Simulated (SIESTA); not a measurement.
The system is MnO2.

```xyz
3
Lattice="2.8566 0.0000 0.0000 -1.4283 2.4739 0.0000 0.0000 0.0000 4.6014" Properties=species:S:1:pos:R:3 pbc="T T T"
Mn    0.0000    0.0000    2.3007
O     0.0000    1.6492    3.2499
O     1.4283    0.8246    1.3515
```

Measurements of this composition are mostly on another form, of space group No. 136.

Base run:

```yaml
Program: SIESTA 5.4.2
Functional: PBE
Potentials_or_basis: PseudoDojo 0.4 standard (PBE files)
Basis: DZP (energy shift 0.003 Ry; two zetas on semicore shells)
Grid_cutoff: 800 Ry
Energy_shift: 0.003 Ry
k_mesh: 11 × 11 × 6
Occupations: fermi-dirac, width 0.05 eV
Spin: collinear spin, ferromagnetic start
Starting_moments: "[4.0, 0.0, 0.0] μB"
```

Its results: band gap on the k mesh 0.85 eV, indirect (least direct gap 0.91 eV); pressure 7.5 GPa; net moment 3.00 μB per cell; site moments Mn +2.93; O +0.03 μB; largest force 0.633 eV/Å.

**Question.** The run is repeated on the same cell with these changes: functional from PBE to PBEsol; potentials or basis from PseudoDojo 0.4 standard (PBE files) to PseudoDojo 0.4 standard (PBEsol files). What comes out?

**Answer.** Band gap on the k mesh 0.69 eV, indirect (least direct gap 0.75 eV); pressure 0.5 GPa; net moment 3.00 μB per cell; site moments Mn +2.92; O +0.04 μB; largest force 0.253 eV/Å.

Caveats: short orbitals over semicore shells can move pressures by several GPa; the basis of atomic orbitals isn't converged, which shifts pressures, moduli and gaps; a cell with one magnetic atom can't hold antiferromagnetic order, which such compounds often take.
